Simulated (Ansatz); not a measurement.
The calculation used DFT PBE, scalar-relativistic, plane waves, PAW in Ansatz. All cells share a 420 eV cutoff and Γ-centred k meshes spaced at most about 0.3 Å⁻¹ (about 0.25 or finer for metals, 2π included). No spin polarisation in the final relaxations.

All energies are static (0 K, no zero-point motion). All come from trial cells, and lower structures may exist.

Problem. Which of these relaxed structures of LiH3 is the lowest in energy?
1. Space group Fm-3m (No. 225), cubic, a = 4.348 Å. Li has 8 H at 1.88 Å and 6 H at 2.17 Å; H on a site of symmetry -43m has 4 H at 1.88 Å, 4 Li at 1.88 Å and 6 H at 2.17 Å; around H on a site of symmetry m-3m lie 8 H at 1.88 Å and 6 Li at 2.17 Å.
2. Space group P4/mmm (No. 123), tetragonal, a = 2.735 Å, c = 6.193 Å. Around Li lie 4 H at 1.93 Å; H on a site of symmetry 4mm is surrounded by 1 H at 0.75 Å; H on a site of symmetry 4/mmm is surrounded by 4 Li at 1.93 Å.
3. Space group Im-3m (No. 229), cubic, a = 3.536 Å. Li is surrounded by 6 H at 1.77 Å; H has 2 Li at 1.77 Å and 4 H at 1.77 Å.
4. Space group P6/mmm (No. 191), hexagonal, a = 5.512 Å, c = 5.431 Å. Li has 2 H at 1.71 Å; around H on a site of symmetry 6mm lie 1 H at 1.01 Å and 1 Li at 1.71 Å; around H on a site of symmetry 6/mmm lie 2 H at 1.01 Å.

Solution. 2. It has space group P4/mmm (No. 123); the next, 4, with space group P6/mmm (No. 191), lies 0.36 eV/atom higher. Counting H atoms around Li (those within 1.25 times the shortest such distance or 1.15 times the sum of covalent radii, 1.27 where that leaves under three), the lowest has Li 4 and the next has Li 2. The lowest holds H–H pairs as short as in free H₂ molecules (shortest 0.75 Å); in the next the shortest H–H distance is 1.01 Å, near bonding range too.

No dispersion correction is applied, so the spacing and binding between layers, chains or molecules are poorly described (P4/mmm, P6/mmm), and this can change margins and order among such cells. With hydrogen, zero-point motion can shift such differences by 10 meV/atom or more. Cells relaxed within their symmetry can be saddle points. Some candidate types were left out of the draw beforehand, so a known form may be missing.
